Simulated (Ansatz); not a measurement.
Ti: do energies and stresses tell the same story?

Level of theory: DFT PBEsol, scalar-relativistic, plane waves, PAW (Ansatz).

Plane waves to 420 eV, a k mesh through Γ of 18×18×10 on the computed 2-atom cell and Gaussian smearing (0.10 eV); no spin polarisation.

Relaxed cell: P6_3/mmc, a = 2.900 Å, b = 2.900 Å, c = 4.591 Å, α = 90.00°, β = 90.00°, γ = 120.00°, 2 atoms in the primitive cell.

Energies at zero smearing and pressures from the stress tensor, at volumes with shape and atoms relaxed:
```csv
V (Å³/atom),E − E(first) (meV/atom),P (GPa)
14.717,0.00,19.05
15.219,-50.50,13.30
15.721,-84.11,8.26
16.222,-102.93,3.86
16.724,-108.82,0.01
17.226,-103.39,-3.35
17.727,-88.13,-6.28
18.396,-54.63,-9.60
```

Task: Check P = −dE/dV between neighbouring volumes, and get the bulk modulus from the pressures alone.

Result: With 1 eV/Å³ = 160.2 GPa:
```tsv
middle V (Å³/atom)	−ΔE/ΔV (GPa)	mean P (GPa)
14.968	16.127	16.174
15.470	10.733	10.779
15.971	6.009	6.059
16.473	1.879	1.932
16.975	-1.733	-1.673
17.477	-4.874	-4.814
18.062	-8.023	-7.936
```

The two differ by 0.09 GPa at most. The mean of two end pressures misses the average over a step by about ΔV² P″/12, up to 0.06 GPa here; with that taken off 0.03 GPa remains. The stress is the derivative of the free energy, not of the energy at zero smearing, and with free energies 0.00 GPa remains. Around V = 16.724 Å³/atom, the two neighbours give B = −V ΔP/ΔV = 16.724 × 7.21 / 1.003 = 120.2 GPa, against B0 = 119.8 GPa from the Birch–Murnaghan fit of the energies.